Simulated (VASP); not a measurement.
A run of VASP 6.6.1:

File POSCAR:

```
BaTiO3
1.0
    2.8273666084      1.6323808724      2.3183934932
   -2.8273666084      1.6323808724      2.3183934932
    0.0000000000     -3.2647617449      2.3183934932
Ba Ti O
1 1 3
Direct
    0.0000000000      0.0000000000      0.0000000000
    0.4845000000      0.4845000000      0.4845000000
    0.5086000000      0.0175000000      0.5086000000
    0.0175000000      0.5086000000      0.5086000000
    0.5086000000      0.5086000000      0.0175000000
```

Contents of INCAR.step1:

```
PREC     = Accurate       # precision mode
ENCUT    = 520            # plane-wave cutoff, eV
EDIFF    = 1E-7           # SCF threshold, eV
ISMEAR   = 0              # smearing method
SIGMA    = 0.02           # smearing width, eV
LREAL    = F              # projectors in reciprocal space
LASPH    = T              # aspherical terms in the spheres
NELM     = 80             # most SCF steps
ALGO     = Normal         # electronic algorithm
ISIF     = 2              # what is computed and relaxed
LWAVE    = F              # write WAVECAR
LCHARG   = T              # write CHGCAR
LMAXMIX  = 4              # l up to which the mixer works
GGA      = PS             # functional
NBANDS   = 28             # bands
KPAR     = 2
```

The input KPOINTS.step1:

```
Automatic mesh
0
Gamma
  8 8 8
```

INCAR.step2

```
PREC     = Accurate       # precision mode
ENCUT    = 520            # plane-wave cutoff, eV
EDIFF    = 1E-7           # SCF threshold, eV
ISMEAR   = 0              # smearing method
SIGMA    = 0.05           # smearing width, eV
LREAL    = F              # projectors in reciprocal space
LASPH    = T              # aspherical terms in the spheres
NELM     = 80             # most SCF steps
ALGO     = Normal         # electronic algorithm
ISIF     = 2              # what is computed and relaxed
LWAVE    = F              # write WAVECAR
LCHARG   = F              # write CHGCAR
LMAXMIX  = 4              # l up to which the mixer works
GGA      = PS             # functional
NBANDS   = 28             # bands
ICHARG   = 11             # starting density
KPAR     = 2
```

The input KPOINTS.step2:

```
path GLB1,BZGX,QFP1Z,LP
20
line-mode
reciprocal
 0.0000000000  0.0000000000  0.0000000000  G
 0.5000000000  0.0000000000  0.0000000000  L

 0.5000000000  0.0000000000  0.0000000000  L
 0.5000000000  0.4971712123 -0.4971712123  B1

 0.5028287877  0.5000000000  0.4971712123  B
 0.5000000000  0.5000000000  0.5000000000  Z

 0.5000000000  0.5000000000  0.5000000000  Z
 0.0000000000  0.0000000000  0.0000000000  G

 0.0000000000  0.0000000000  0.0000000000  G
 0.4985856061  0.0000000000 -0.4985856061  X

 0.5014143939  0.4985856061  0.0000000000  Q
 0.5000000000  0.5000000000  0.0000000000  F

 0.5000000000  0.5000000000  0.0000000000  F
 0.5014143939  0.5014143939  0.4971712123  P1

 0.5014143939  0.5014143939  0.4971712123  P1
 0.5000000000  0.5000000000  0.5000000000  Z

 0.5000000000  0.0000000000  0.0000000000  L
 0.5028287877  0.4985856061  0.4985856061  P
```

Potentials or basis: VASP PAW PBE potentials, release 64 (Ba_sv, Ti_sv, O).

The run is started by

```bash
$ cat potpaw_PBE.64/Ba_sv/POTCAR potpaw_PBE.64/Ti_sv/POTCAR potpaw_PBE.64/O/POTCAR > POTCAR
$ cp INCAR.step1 INCAR
$ cp KPOINTS.step1 KPOINTS
$ mpirun -np 2 vasp_std > vasp.out
$ cp INCAR.step2 INCAR
$ cp KPOINTS.step2 KPOINTS
$ mpirun -np 2 vasp_std > vasp.out
```

Hardware: 2 MPI ranks on Intel(R) Xeon(R) Platinum 8488C (Sapphire Rapids) (shared host).

**Question.** How long does it take, and how much memory?

**Answer.** Wall time 100 s on 2 MPI ranks on Intel(R) Xeon(R) Platinum 8488C (Sapphire Rapids), on a shared host, peak memory 0.39 GiB a rank. Counts: scf iterations 9, k points 180.
